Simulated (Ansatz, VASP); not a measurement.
One calculation of Fe, two programs

The input INCAR:

```
ALGO = Normal
EDIFF = 1E-6
ENCUT = 520
GGA = PE
ISIF = 2
ISMEAR = -1
ISPIN = 2
LASPH = T
LCHARG = F
LMAXMIX = 4
LORBIT = 11
LREAL = F
LWAVE = F
MAGMOM = 2.43
NBANDS = 14
NELM = 150
PREC = Accurate
SIGMA = 0.05
```

The input KPOINTS:

```
k-points
0
Gamma
  22 22 22
```

File POSCAR:

```
Fe
1.0
   -1.4155932732      1.4155932732      1.4155932732
    1.4155932732     -1.4155932732      1.4155932732
    1.4155932732      1.4155932732     -1.4155932732
Fe
1
Direct
    0.0000000000      0.0000000000      0.0000000000
```

Input for Ansatz:

```yaml
crystal:
  lattice:
    - [-1.4155932732, 1.4155932732, 1.4155932732]
    - [1.4155932732, -1.4155932732, 1.4155932732]
    - [1.4155932732, 1.4155932732, -1.4155932732]
  atoms:
    - { symbol: Fe, position: [0.0, 0.0, 0.0], spin: 2.43 }
basis:
  ecutwfc: 420
  ecutrho_ratio: 4
kpoints:
  mp_grid: { grid: [22, 22, 22] }
hamiltonian:
  xc: pbe
scf:
  occupations: { method: fermi_dirac, width: 0.05 }
  lower_state_search: "off"
output:
  forces: true
  stress: true
  eigenvalues: true
  populations: true
  eigenstates:
    nscf_kmesh: { grid: [20, 20, 20] }
    top_band: c16
    exchange_couplings: { magnetic: [{ species: Fe }] }
magnetization:
  spin_polarized: true
checkpoint:
  read: start.run
  write: ck
  compress: false
  write_wavefunctions: false
  write_every: 100000
```

Alike in both runs: task single point; functional PBE; k mesh 22 × 22 × 22; occupations fermi-dirac, width 0.05 eV; collinear spin.

```csv
,VASP,Ansatz
version,VASP 6.6.1,Ansatz 0.2.0
potentials or method,"VASP PAW PBE potentials, release 64 (Fe)","scalar-relativistic, plane waves, PAW"
plane-wave cutoff (eV),520,420
valence electrons in the cell,8,16
```

```tsv
	VASP	Ansatz	Ansatz less VASP
gap on the k mesh at the Fermi level (eV)	none	none	-
pressure (GPa)	-0.4	0.0	+0.35
net moment per atom (μB)	2.18	2.16	-0.017
size of the moment on the site where the two differ most (μB)	2.18	2.21	+0.032
```

Site moments also hang on the region over which each program counts them. A gap of «none» marks a metal or a gap that the smearing closes. The two sets of potentials don't hold the same shells in valence. Ansatz warned: «stability_check_not_made».
